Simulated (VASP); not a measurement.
Write the native input for VASP 6.6.1 that does the following.

| Item | Value |
| --- | --- |
| Task | single point |
| Functional | PBE |
| Potentials or basis | VASP PAW PBE potentials, release 64 (Sn_d, Se) |
| Cutoff | 520 eV |
| k mesh | 8 × 8 × 5 |
| Occupations | gaussian, width 0.011 eV |
| Spin | no spin polarisation |
| Further INCAR settings | ALGO = Normal; EDIFF = 1e-06; NBANDS = 20 |

The structure of SnSe2 lies in POSCAR:

```
SnSe2
1.0
    3.8110000000      0.0000000000      0.0000000000
   -1.9055000000      3.3004228138      0.0000000000
    0.0000000000      0.0000000000      6.1360000000
Sn Se
1 2
Direct
    0.0000000000      0.0000000000      0.0000000000
    0.6666666667      0.3333333333      0.7510000000
    0.3333333333      0.6666666667      0.2490000000
```

The input as run:

INCAR

```
SYSTEM = SnSe2
ALGO = Normal ; EDIFF = 1E-6
ENCUT = 520 ; GGA = PE
ISIF = 2 ; ISMEAR = 0
LASPH = .TRUE. ; LCHARG = .FALSE.
LREAL = .FALSE. ; LWAVE = .FALSE.
NBANDS = 20 ; NELM = 60
PREC = Accurate ; SIGMA = 0.011
```

KPOINTS

```
k-points
0
G
  8 8 5
  0 0 0
```

Potentials or basis: VASP PAW PBE potentials, release 64 (Sn_d, Se).

The run is started by

```sh
$ cat potpaw_PBE.64/Sn_d/POTCAR potpaw_PBE.64/Se/POTCAR > POTCAR
$ mpirun -np 1 vasp_std > vasp.out
```

It gave:

| Quantity | Value |
| --- | --- |
| Pressure | 5.6 GPa |
| Largest force | 0.804 eV/Å |
| Band gap on the k mesh | 0.81 eV, indirect (least direct gap 1.09 eV) |

Caveat: spin-orbit coupling is left out, which moves the levels of the heavy elements; an odd mesh through Γ misses points on the zone boundary, where band edges often lie; this functional lacks dispersion, which binds the layers, so the pressure and a relaxed spacing across them are unreliable.

It took 28 s on 1 thread of Intel(R) Xeon(R) Platinum 8488C (Sapphire Rapids), on a shared host, peak memory 0.21 GiB.
